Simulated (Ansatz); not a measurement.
BaS: quadrupole couplings from first principles

```
Ba S
1.0
     5.38062    0.00000    0.00000
    -2.69031    4.65975    0.00000
     0.00000    0.00000    6.38363
Ba S
2 2
Cartesian
  0.0000 3.1065 -0.3958
  2.6903 1.5533 2.7960
  0.0000 3.1065 2.7960
  2.6903 1.5533 5.9879
```

Atom numbers follow the list: Ba1, Ba2, S3, S4.

Conventional cell: a = 5.381 Å, b = 5.381 Å, c = 6.384 Å, α = 90.00°, β = 90.00°, γ = 120.00°. Around Ba (atom 1) lie 5 S at 3.11 to 3.19 Å. S (atom 3) is surrounded by 5 Ba at 3.11 to 3.19 Å.

The structure comes from a relaxation in the same program, started in the wurtzite type, and has space group P6_3/mmc. Whether it is a known phase or the ground state wasn't checked. The relaxation left the symmetry of that type.

Methods: DFT, PBE, all-electron PAW with datasets made for the crystal, scalar-relativistic (Ansatz 0.2.0); DFT, PBE, PAW with Ansatz's default frozen-core files, scalar-relativistic (Ansatz 0.2.0).

For the crystal-made all-electron datasets (AE datasets): a Γ-centred 8×8×5 k mesh, Fermi–Dirac smearing of 0.03 eV, cutoff 220 eV (chosen by the program for this cell), no spin polarisation. PAW takes a cutoff of 420 eV at this cell. The Ansatz runs share mesh, smearing and spin set-up.

Spin–orbit coupling is left out, which moves gradients at and beside heavy atoms by some per cent and at worst by a factor of two.

Vzz is the principal value of largest size of the traceless field-gradient tensor, in 10²¹ V/m², and η = (Vxx − Vyy)/Vzz with |Vzz| ≥ |Vyy| ≥ |Vxx|.

| site | site symmetry | Vzz (η), AE datasets | Vzz (η), PAW |
| --- | --- | --- | --- |
| Ba1 | -6m2 | -3.84 (η = 0.00) | -3.84 (η = 0.00) |
| S3 | -6m2 | -0.27 (η = 0.00) | -0.27 (η = 0.00) |
